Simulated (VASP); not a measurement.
# CuAu: intraband terms of a metal's spectrum

CuAu, P4/mmm (no. 123), 2 atoms in the cell. PBE, independent-particle dielectric function; PAW potentials Au, Cu (PBE set).

## Input

INCAR.step1:
```
PREC     = Accurate       # precision mode
ENCUT    = 340            # plane-wave cutoff, eV
ISMEAR   = 1              # smearing method
SIGMA    = 0.1            # smearing width, eV
EDIFF    = 1E-7           # SCF threshold, eV
LASPH    = T              # aspherical terms in the spheres
KPAR     = 4            
LWAVE    = F              # write WAVECAR
LCHARG   = T              # write CHGCAR
LMAXMIX  = 4              # l up to which the mixer works
```

INCAR.step2:
```
PREC     = Accurate       # precision mode
ENCUT    = 340            # plane-wave cutoff, eV
ISMEAR   = 0              # smearing method
SIGMA    = 0.3            # smearing width, eV
EDIFF    = 1E-6           # SCF threshold, eV
LASPH    = T              # aspherical terms in the spheres
KPAR     = 4            
LWAVE    = T              # write WAVECAR
LCHARG   = F              # write CHGCAR
LMAXMIX  = 4              # l up to which the mixer works
ICHARG   = 11             # starting density
NBANDS   = 29             # bands
NEDOS    = 3000           # points of the DOS
OMEGAMAX = 30           
CSHIFT   = 0.1           
```

INCAR.step3, as INCAR.step2 but for:
```
- LWAVE = T
+ LWAVE = F
+ LOPTICS = T
+ ALGO = None
+ NELM = 1
+ ISTART = 1
```

INCAR.step4, as INCAR.step3 but for:
```
+ WPLASMAI = 0.03
```

INCAR.step5 to INCAR.step6 change the same tag again: WPLASMAI = 0.1, 0.3.

INCAR.step7, as INCAR.step6 but for:
```
- WPLASMAI = 0.3
+ RTIME = 5
```

INCAR.step8, as INCAR.step7 but for:
```
- RTIME = 5
+ RTIME = 40
```

INCAR.step9, as INCAR.step8 but for:
```
- RTIME = 40
+ LNABLA = T
```

INCAR.step10, as INCAR.step9 but for:
```
- ISMEAR = 0
- LNABLA = T
+ ISMEAR = -5
```

KPOINTS.step1:
```
k-points
0
Gamma
  9 9 7
```

KPOINTS.step2:
```
k-points
0
Gamma
  14 14 11
```

POSCAR:
```
CuAu
1.0
    2.8107494552      0.0000000000      0.0000000000
    0.0000000000      2.8107494552      0.0000000000
    0.0000000000      0.0000000000      3.6850000000
Au Cu
1 1
Direct
    0.0000000000      0.0000000000      0.0000000000
    0.5000000000      0.5000000000      0.5000000000
```

Commands (each step's output is kept before the next begins):
```
cat potpaw_PBE.64/Au/POTCAR potpaw_PBE.64/Cu/POTCAR > POTCAR
cp INCAR.step1 INCAR
cp KPOINTS.step1 KPOINTS
mpirun -np 4 vasp_std > vasp.out
cp INCAR.step2 INCAR
cp KPOINTS.step2 KPOINTS
mpirun -np 4 vasp_std > vasp.out
cp INCAR.step3 INCAR
mpirun -np 4 vasp_std > vasp.out
cp INCAR.step4 INCAR
mpirun -np 4 vasp_std > vasp.out
cp INCAR.step5 INCAR
mpirun -np 4 vasp_std > vasp.out
cp INCAR.step6 INCAR
mpirun -np 4 vasp_std > vasp.out
cp INCAR.step7 INCAR
mpirun -np 4 vasp_std > vasp.out
cp INCAR.step8 INCAR
mpirun -np 4 vasp_std > vasp.out
cp INCAR.step9 INCAR
mpirun -np 4 vasp_std > vasp.out
cp INCAR.step10 INCAR
mpirun -np 4 vasp_std > vasp.out
```

## Result

- Bands: 29

One ground state, settings moved in the last step alone:

| Settings | Plasma frequency (eV) | Im ε at 0.5 eV | Im ε at 1 eV | Im ε at 2 eV | Im ε at 4 eV | Time (s) |
|---|---|---|---|---|---|---|
| interband part alone | 7.21 | 104.7 | 18.9 | 7.7 | 6.4 | 12 |
| Drude term, WPLASMAI 0.03 | 7.21 | 117.1 | 20.5 | 7.9 | 6.4 | 13 |
| Drude term, WPLASMAI 0.1 | 7.21 | 144.7 | 24.1 | 8.4 | 6.4 | 14 |
| Drude term, WPLASMAI 0.3 | 7.21 | 196.4 | 33.2 | 9.6 | 6.6 | 13 |
| relaxation time RTIME 5 fs | 7.21 | 155.9 | 25.7 | 8.6 | 6.5 | 14 |
| relaxation time RTIME 40 fs | 7.21 | 111.5 | 19.8 | 7.8 | 6.4 | 15 |
| transversal form (LNABLA) | 7.28 | 107.3 | 19.5 | 7.3 | 6.2 | 13 |
| tetrahedron method | – | – | – | – | – | no result |

Limits: Spin-orbit coupling is left out, which can matter with atoms this heavy.

VASP 6.6.1 took 120 s on 4 cores (Intel Xeon Platinum 8259CL @ 2.50GHz (Skylake/Cascade Lake)), a shared host.
